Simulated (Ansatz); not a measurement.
# MgS (F-43m) in Ansatz: further runs

The runs below take MgS through band structure, single point, equation of state, with PBEsol.

Program: Ansatz 0.2.0. These are calculated values, not measurements. Logs are shortened: lines on timing, memory, paths and dates and some standing lists are left out, and cuts for length are marked.

### 1 Starting point

The structure is cubic, space group F-43m (No. 216). Conventional cell: a = 5.666 Å, b = 5.666 Å, c = 5.666 Å, α = 90.00°, β = 90.00°, γ = 90.00°. S (site symmetry -43m) has 4 Mg at 2.45 Å as nearest neighbours. Mg (site symmetry -43m) has 4 S at 2.45 Å as nearest neighbours.

The cell comes from a database or a generator and needn't be the stable form of this composition.

### 2 Band structure, PBEsol, 20.96 Å³/atom

The input, input.yaml:

```yaml
crystal:
  lattice:
    - [0.0, 2.7197952449, 2.8331200468]
    - [2.7197952449, 0.0, 2.8331200468]
    - [2.7197952449, 2.7197952449, 0.0]
  atoms:
    - { symbol: S, position: [0.25, 0.25, 0.25] }
    - { symbol: Mg, position: [0.0, 0.0, 0.0] }
hamiltonian:
  xc: pbesol
  pseudopotentials: { kind: paw }
kpoints:
  mp_grid: { grid: [7, 7, 7] }
  band_path:
    path:
      - [[0.0, 0.0, 0.0], [0.0, 0.5, 0.5], [-0.2304, 0.5, 0.2696], [-0.3652, 0.3652, 0.0], [0.0, 0.0, 0.0], [0.5, 0.5, 0.0], [0.3652, 0.6348, 0.0], [0.0, 0.5, 0.0], [0.25, 0.75, 0.5], [0.5, 0.7696, 0.2696], [0.5, 0.5, 0.0]]
      - [[0.0, 0.5, 0.5], [0.25, 0.75, 0.5]]
    npoints: 14
scf:
  occupations: { method: fermi_dirac, width: 0.05 }
  n_extra_bands: 6
output:
  forces: true
  stress: true
  eigenvalues: true
  fatbands: true
```

Potentials or basis: Ansatz PAW.

Started as:

```
$ ansatz run input.yaml --threads 2 --pin off --max-ram 5632MiB --backend cpu --events-out ev --progress --plain --runs-dir out
```

Standard output:

```text
Warning: RAYON_NUM_THREADS=2 ignored (pool sized by the plan → 2); use --threads N
scf.n_extra_bands = 6 over 8 filled bands (N_el = 16.0): the run solves 14 bands
Engine: ansatz 0.2.0, aarch64-unknown-linux-gnu
Pseudopotentials: kind: paw
Pseudopotential: S, paw, valence charge 6, recommended cutoff 420 eV (normal), S.paw.azcp
Pseudopotential: Mg, paw, valence charge 10, recommended cutoff 420 eV (normal), Mg.paw.azcp
Functional definition: PBEsol
  exchange = pbesol_x
  correlation = pbesol_c
Crystal: 2 atoms, lattice volume = 41.915 Å³
Basis set: ecut = 420 eV, 821 PW (Γ), exchange–correlation on 54×54×54 points (8 copies of the dense FFT grid, shifted against one another)
Bands: 14, of which v1, the nominal top of the filled ones, is band 8 counted from 1 (7 counted from 0)
Symmetry: 8 space group operations
Space group: I-4m2 (ITA 119), of the structure as read, at distance tolerance 3.5e-5 Å
k-points: 40 of 343 (time reversal used)
Non-local potential: S, projectors of the file, l = 0: 2, l = 1: 2, l = 2: 2
Non-local potential: Mg, projectors of the file, l = 0: 3, l = 1: 2, l = 2: 1
PAW form: soft (Blöchl's): semilocal exchange-correlation on the pseudo side does not see the compensation charge
PAW frozen core: S, regenerated for the run's functional, and the local potential with it (the file was generated under x = pbe(κ = 0.804, μ = 0.2195149727645171), c = pbe(β = 0.06672455060314922))
PAW frozen core: Mg, regenerated for the run's functional, and the local potential with it (the file was generated under x = pbe(κ = 0.804, μ = 0.2195149727645171), c = pbe(β = 0.06672455060314922))
PAW one-centre angular grid: S, 110 points (default); XC on 64 Gauss nodes
PAW one-centre angular grid: Mg, 110 points (default); XC on 64 Gauss nodes
Initial density: superposition of atomic densities (neutral atoms: chi_scale 0, normalization atom), corrected by the library's trained network
Initial wavefunctions: pseudopotential atomic-orbital guess
Functional: x = pbesol(κ = 0.804, μ = 0.12345679012345678), c = pbesol(β = 0.046)
SCF iter   1: F=—  HF=-2799.715272 eV  |F-HF|=—  |Δ(HF+E_count)|=         —  Δρ=3.40e-3  dr2=7.48e-3  ethr=1.77e-3  ⟨swp⟩=6.0  Hψ=3336  notcnv=0  defer=9
preconditioner: auto → none  [insulator: Δε(μ)=3.600 eV  Ē_g=12.850 eV  σ=0.050 eV  W_gap=1.00  n_scr=14 (ndim 8)  ℏωp=16.2 eV  f_vac=0.008  D(μ)=0.00/eV (n_scr^D=0)  ε∞_Penn≈2.6]
SCF iter   2: F=—  HF=-2799.712741 eV  |F-HF|=—  |Δ(HF+E_count)|=   2.53e-3  Δρ=1.03e-3  dr2=2.35e-4  ethr=4.68e-5  ⟨swp⟩=2.0  Hψ=1133  notcnv=0  defer=42
SCF iter   3: F=—  HF=-2799.712737 eV  |F-HF|=—  |Δ(HF+E_count)|=   3.50e-6  Δρ=3.63e-4  dr2=4.02e-5  ethr=1.47e-6  ⟨swp⟩=2.4  Hψ=774  notcnv=0  defer=42
SCF iter   4: F=—  HF=-2799.712767 eV  |F-HF|=—  |Δ(HF+E_count)|=   2.96e-5  Δρ=8.20e-5  dr2=1.52e-6  ethr=2.51e-7  ⟨swp⟩=2.0  Hψ=651  notcnv=0  defer=42
iter 5 did not close the SCF: its close was put off for the readings that it lacked (scf_convergence_deferred on its scf_iter line)
SCF iter   5: F=-2799.712769 eV  HF=-2799.712769 eV  |F-HF|=7.41e-9  |Δ(HF+E_count)|=   1.63e-6  Δρ=4.93e-6  dr2=5.68e-9  ethr=9.51e-9  ⟨swp⟩=2.3  Hψ=619  notcnv=0  defer=42
SCF iter   6: F=-2799.712769 eV  HF=-2799.712769 eV  |F-HF|=2.30e-10  |Δ(HF+E_count)|=   1.09e-8  Δρ=8.52e-7  dr2=1.84e-10  ethr=3.55e-11  ⟨swp⟩=5.8  Hψ=2363  notcnv=0
SCF 1 converged in 6 iterations: F = -2799.712769 eV  dr2 = 1.84e-10
NSCF: frozen V_eff on 156 k-points
SCF converged after 6 iterations
Free energy (F): -2799.712769 eV
Harris-Foulkes:  -2799.712769 eV  (|F-HF|=2.30e-10)
Internal energy: -2799.712769 eV  (E = F + TS)
E sigma→0 (E₀):  -2799.712769 eV
Fermi energy:    5.656205 eV
--- Per-component energies (eV) ---
  E_band       = -357.469653
  E_kinetic    = 185.473557
  E_local      = -1846.810584  (includes V_loc(G=0)·N_el)
  E_nonlocal   = 124.585168
  E_hartree    = 668.413339
  E_xc         = -126.354161
  E_vxc        = -126.606174  (∫ρ·V_xc dr)
  E_paw        = -865.115472  (= ΣΔE_a)
  E_vpaw       = -30.938404  (= ΣTr[D̂ρ^β])
  E_aug_tail   = -0.000003  (compensation charges beyond the density's cutoff)
  E_ewald      = -940.025426
  E_core_change = 0.120812  (= ΣΔE_core)
  E_smearing   = -0.000000  (= −TS)
  E_closure    = 0.000000  (closes the sum)
  Σ components = -2799.712769   (vs F -2799.712769, Δ=0.00e0)
--- Forces (eV/Å), atoms counted from 1 ---
  atom   1  S     -0.00000000     0.00000000     0.00000000
  atom   2  Mg     0.00000000     0.00000000     0.00000000
  max |Σ_I F_I| component: 9.02e-17 eV/Å
--- Stress (GPa, compression-positive) ---
        5.131012      -0.000000       0.000000
        0.000000       5.131012       0.000000
        0.000000       0.000000       4.446367
  P = ⅓ Tr σ = 4.9028 GPa (49.028 kbar)
--- Band table (eV; the first three rows and the last of 40) ---
  k-point 0: bands = ["-69.4231", "-36.3712", "-36.3712", "-36.3630", "-7.7937", "3.6773", "3.7978", "3.7978", "7.4384", "11.7575", "11.8124", "11.8124", "14.2350", "14.9808"]
  k-point 1: bands = ["-69.4230", "-36.3718", "-36.3713", "-36.3633", "-7.6591", "2.8327", "3.6280", "3.7390", "8.2806", "11.5876", "11.9787", "12.0654", "13.7966", "14.3368"]
  k-point 2: bands = ["-69.4230", "-36.3732", "-36.3715", "-36.3640", "-7.3249", "1.3826", "3.4403", "3.6176", "9.0331", "11.6160", "11.9913", "12.0491", "14.5180", "14.5547"]
  k-point 39: bands = ["-69.4229", "-36.3729", "-36.3724", "-36.3667", "-6.7415", "0.6758", "2.2685", "2.8416", "7.9364", "10.1226", "14.4032", "15.3347", "15.9732", "17.0706"]
```

bands.tsv:

```text
# k_distance	band_0	band_1	band_2	band_3	band_4	band_5	band_6	band_7	band_8	band_9	band_10	band_11	band_12	band_13
# fermi_ev = 5.656205
# lock_threshold_ev = 1e-12
# [0, 0, 0] at k_distance = 0.000000
[... 169 lines left out ...]
8.144475	-75.079076	-42.031001	-42.029767	-42.020603	-12.319043	-4.554537	-3.729425	-3.345896	2.912887	5.056778	7.123771	7.484085	11.494251	12.515918
8.184078	-75.079076	-42.030928	-42.029839	-42.020603	-12.318354	-4.489386	-3.816240	-3.367771	3.077873	5.320248	6.859708	7.157871	11.517880	12.516553
8.223681	-75.079076	-42.030866	-42.029901	-42.020603	-12.317837	-4.427265	-3.894462	-3.383998	3.214519	5.596256	6.652435	6.836995	11.536355	12.516941
8.263284	-75.079076	-42.030823	-42.029944	-42.020603	-12.317515	-4.377764	-3.953873	-3.393973	3.306380	5.878881	6.518269	6.527466	11.548164	12.517185
8.302887	-75.079076	-42.030807	-42.029959	-42.020603	-12.317406	-4.357564	-3.977419	-3.397338	3.338990	6.092570	6.304799	6.471562	11.552220	12.517266
```

Run time: 3.8 s. Hardware: 2 threads of Arm Neoverse V2, shared host; peak memory 0.29 GiB.

What came out:

| Item | Value |
| --- | --- |
| Free energy | -2799.7128 eV |
| Pressure | 4.9 GPa |
| Band gap on the k mesh | 3.64 eV, direct |
| Band gap along the path | 3.56 eV, indirect (least direct gap 3.64 eV) |

Caveat: the k mesh misses the band edges, so the gap on the mesh is wider than the one along the path; the PAW data sets come from PBE, with cores solved anew for the run's functional, which leaves a small shift of forces and pressure.

### 3 Band structure, PBEsol, 21.84 Å³/atom

The input, input.yaml:

```yaml
crystal:
  lattice:
    - [0.0, 2.7764576459, 2.8331200468]
    - [2.7764576459, 0.0, 2.8331200468]
    - [2.7764576459, 2.7764576459, 0.0]
  atoms:
    - { symbol: S, position: [0.25, 0.25, 0.25] }
    - { symbol: Mg, position: [0.0, 0.0, 0.0] }
hamiltonian:
  xc: pbesol
  pseudopotentials: { kind: paw }
kpoints:
  mp_grid: { grid: [7, 7, 7] }
  band_path:
    path:
      - [[0.0, 0.0, 0.0], [-0.5, 0.0, -0.5], [-0.5, -0.2401, -0.7401], [-0.37005, -0.37005, -0.7401], [0.0, 0.0, 0.0], [0.5, 0.5, 0.0], [0.37005, 0.37005, -0.2599], [0.0, 0.0, -0.5], [-0.25, 0.25, -0.5], [0.2401, 0.5, -0.2599], [0.5, 0.5, 0.0]]
      - [[-0.5, 0.0, -0.5], [-0.25, 0.25, -0.5]]
    npoints: 14
scf:
  occupations: { method: fermi_dirac, width: 0.05 }
  n_extra_bands: 6
output:
  forces: true
  stress: true
  eigenvalues: true
  fatbands: false
```

Potentials or basis: Ansatz PAW.

Started as:

```
$ ansatz run input.yaml --threads 2 --pin off --max-ram 5632MiB --backend cpu --events-out ev --progress --plain --runs-dir out
```

It took 2.9 s on 2 threads of Arm Neoverse V2, shared host; peak memory 0.29 GiB.

It converged, with:

- Free energy: -2799.7523 eV
- Pressure: 2.0 GPa
- Band gap on the k mesh: 3.46 eV, direct
- Band gap along the path: 3.46 eV, direct

Caveat: the PAW data sets come from PBE, with cores solved anew for the run's functional, which leaves a small shift of forces and pressure.

### 4 Single point, PBEsol, 21.38 Å³/atom (volume scaled by 0.94)

The input, input.yaml:

```yaml
crystal:
  lattice:
    - [0.0, 2.7752850422, 2.7752850422]
    - [2.7752850422, 0.0, 2.7752850422]
    - [2.7752850422, 2.7752850422, 0.0]
  atoms:
    - { symbol: S, position: [0.25, 0.25, 0.25] }
    - { symbol: Mg, position: [0.0, 0.0, 0.0] }
hamiltonian:
  xc: pbesol
  pseudopotentials: { kind: paw }
kpoints:
  mp_grid: { grid: [8, 8, 8] }
scf:
  occupations: { method: fermi_dirac, width: 0.05 }
output:
  forces: true
  stress: true
  eigenvalues: true
```

Started as:

```
$ ansatz run input.yaml --threads 2 --pin off --max-ram 5632MiB --backend cpu --events-out ev --progress --plain --runs-dir out
```

Run time: 0.83 s. Hardware: 2 threads of Intel Xeon 6975P-C (Granite Rapids), shared host; peak memory 0.31 GiB.

The run converged. Its results:

```
Free energy            : -2799.7372 eV
Pressure               : 3.5 GPa
Band gap on the k mesh : 3.59 eV, direct
```

Caveat: the PAW data sets come from PBE, with cores solved anew for the run's functional, which leaves a small shift of forces and pressure.

### 5 Single point, PBEsol, 21.83 Å³/atom (volume scaled by 0.96)

Changes to input.yaml since step 4:

```diff
@@ -2,5 +2,5 @@
   lattice:
-    - [0.0, 2.7752850422, 2.7752850422]
-    - [2.7752850422, 0.0, 2.7752850422]
-    - [2.7752850422, 2.7752850422, 0.0]
+    - [0.0, 2.794829947, 2.794829947]
+    - [2.794829947, 0.0, 2.794829947]
+    - [2.794829947, 2.794829947, 0.0]
   atoms:
```

Started as:

```
$ ansatz run input.yaml --threads 2 --pin off --max-ram 5632MiB --backend cpu --events-out ev --progress --plain --runs-dir out
```

Run time: 0.81 s. Hardware: 2 threads of Intel Xeon 6975P-C (Granite Rapids), shared host; peak memory 0.31 GiB.

Results (log left out):

```yaml
Free_energy: -2799.7528 eV
Pressure: 2.0 GPa
Band_gap_on_the_k_mesh: 3.48 eV, direct
```

Caveat: the PAW data sets come from PBE, with cores solved anew for the run's functional, which leaves a small shift of forces and pressure.

### 6 Single point, PBEsol, 22.29 Å³/atom (volume scaled by 0.98)

Changes to input.yaml since step 5:

```diff
@@ -2,5 +2,5 @@
   lattice:
-    - [0.0, 2.794829947, 2.794829947]
-    - [2.794829947, 0.0, 2.794829947]
-    - [2.794829947, 2.794829947, 0.0]
+    - [0.0, 2.8141052454, 2.8141052454]
+    - [2.8141052454, 0.0, 2.8141052454]
+    - [2.8141052454, 2.8141052454, 0.0]
   atoms:
```

Potentials or basis: Ansatz PAW.

Started as:

```
$ ansatz run input.yaml --threads 2 --pin off --max-ram 5632MiB --backend cpu --events-out ev --progress --plain --runs-dir out
```

Run time: 0.81 s. Hardware: 2 threads of Intel Xeon 6975P-C (Granite Rapids), shared host; peak memory 0.31 GiB.

It converged, with:

| Quantity | Value |
| --- | --- |
| Free energy | -2799.7607 eV |
| Pressure | 0.7 GPa |
| Band gap on the k mesh | 3.38 eV, direct |

Caveat: the PAW data sets come from PBE, with cores solved anew for the run's functional, which leaves a small shift of forces and pressure.

### 7 Single point, PBEsol, 22.74 Å³/atom

Changes to input.yaml since step 6:

```diff
@@ -2,5 +2,5 @@
   lattice:
-    - [0.0, 2.8141052454, 2.8141052454]
-    - [2.8141052454, 0.0, 2.8141052454]
-    - [2.8141052454, 2.8141052454, 0.0]
+    - [0.0, 2.8331200468, 2.8331200468]
+    - [2.8331200468, 0.0, 2.8331200468]
+    - [2.8331200468, 2.8331200468, 0.0]
   atoms:
```

Started as:

```
$ ansatz run input.yaml --threads 2 --pin off --max-ram 5632MiB --backend cpu --events-out ev --progress --plain --runs-dir out
```

Run time: 0.79 s. Hardware: 2 threads of Intel Xeon 6975P-C (Granite Rapids), shared host; peak memory 0.31 GiB.

Results (log left out):

| Item | Value |
| --- | --- |
| Free energy | -2799.7615 eV |
| Pressure | -0.4 GPa |
| Band gap on the k mesh | 3.28 eV, direct |

Caveat: the PAW data sets come from PBE, with cores solved anew for the run's functional, which leaves a small shift of forces and pressure.

### 8 Single point, PBEsol, 23.20 Å³/atom (volume scaled by 1.02)

Changes to input.yaml since step 7:

```diff
@@ -2,5 +2,5 @@
   lattice:
-    - [0.0, 2.8331200468, 2.8331200468]
-    - [2.8331200468, 0.0, 2.8331200468]
-    - [2.8331200468, 2.8331200468, 0.0]
+    - [0.0, 2.851882978, 2.851882978]
+    - [2.851882978, 0.0, 2.851882978]
+    - [2.851882978, 2.851882978, 0.0]
   atoms:
```

Started as:

```
$ ansatz run input.yaml --threads 2 --pin off --max-ram 5632MiB --backend cpu --events-out ev --progress --plain --runs-dir out
```

It took 0.83 s on 2 threads of Intel Xeon 6975P-C (Granite Rapids), shared host; peak memory 0.31 GiB.

The run converged. Its results:

| Item | Value |
| --- | --- |
| Free energy | -2799.7560 eV |
| Pressure | -1.5 GPa |
| Band gap on the k mesh | 3.19 eV, direct |

Caveat: the PAW data sets come from PBE, with cores solved anew for the run's functional, which leaves a small shift of forces and pressure.

### 9 Single point, PBEsol, 23.65 Å³/atom (volume scaled by 1.04)

Changes to input.yaml since step 8:

```diff
@@ -2,5 +2,5 @@
   lattice:
-    - [0.0, 2.851882978, 2.851882978]
-    - [2.851882978, 0.0, 2.851882978]
-    - [2.851882978, 2.851882978, 0.0]
+    - [0.0, 2.8704022176, 2.8704022176]
+    - [2.8704022176, 0.0, 2.8704022176]
+    - [2.8704022176, 2.8704022176, 0.0]
   atoms:
```

Potentials or basis: Ansatz PAW.

Started as:

```
$ ansatz run input.yaml --threads 2 --pin off --max-ram 5632MiB --backend cpu --events-out ev --progress --plain --runs-dir out
```

Wall time 0.81 s (2 threads of Intel Xeon 6975P-C (Granite Rapids), shared host); peak memory 0.32 GiB.

Results (log left out):

| Quantity | Value |
| --- | --- |
| Free energy | -2799.7447 eV |
| Pressure | -2.5 GPa |
| Band gap on the k mesh | 3.10 eV, direct |

Caveat: the PAW data sets come from PBE, with cores solved anew for the run's functional, which leaves a small shift of forces and pressure.

### 10 Single point, PBEsol, 24.10 Å³/atom (volume scaled by 1.06)

Changes to input.yaml since step 9:

```diff
@@ -2,5 +2,5 @@
   lattice:
-    - [0.0, 2.8704022176, 2.8704022176]
-    - [2.8704022176, 0.0, 2.8704022176]
-    - [2.8704022176, 2.8704022176, 0.0]
+    - [0.0, 2.8886855272, 2.8886855272]
+    - [2.8886855272, 0.0, 2.8886855272]
+    - [2.8886855272, 2.8886855272, 0.0]
   atoms:
```

Started as:

```
$ ansatz run input.yaml --threads 2 --pin off --max-ram 5632MiB --backend cpu --events-out ev --progress --plain --runs-dir out
```

Run time: 0.81 s. Hardware: 2 threads of Intel Xeon 6975P-C (Granite Rapids), shared host; peak memory 0.32 GiB.

Results (log left out):

| Quantity | Value |
| --- | --- |
| Free energy | -2799.7282 eV |
| Pressure | -3.3 GPa |
| Band gap on the k mesh | 3.01 eV, direct |

Caveat: the PAW data sets come from PBE, with cores solved anew for the run's functional, which leaves a small shift of forces and pressure.

### 11 Equation of state, PBEsol

This step only gathers the single runs of the series.

Results:

```yaml
Equilibrium_volume: 22.57 Å³/atom
Bulk_modulus: 58 GPa
Pressure_derivative_of_the_bulk_modulus: 4.1
```

Energy against volume, from the lowest point:
| volume (Å³/atom) | energy (meV/atom) |
| --- | --- |
| 21.376 | 12.17 |
| 21.831 | 4.34 |
| 22.285 | 0.41 |
| 22.740 | 0.00 |
| 23.195 | 2.77 |
| 23.650 | 8.41 |
| 24.105 | 16.64 |
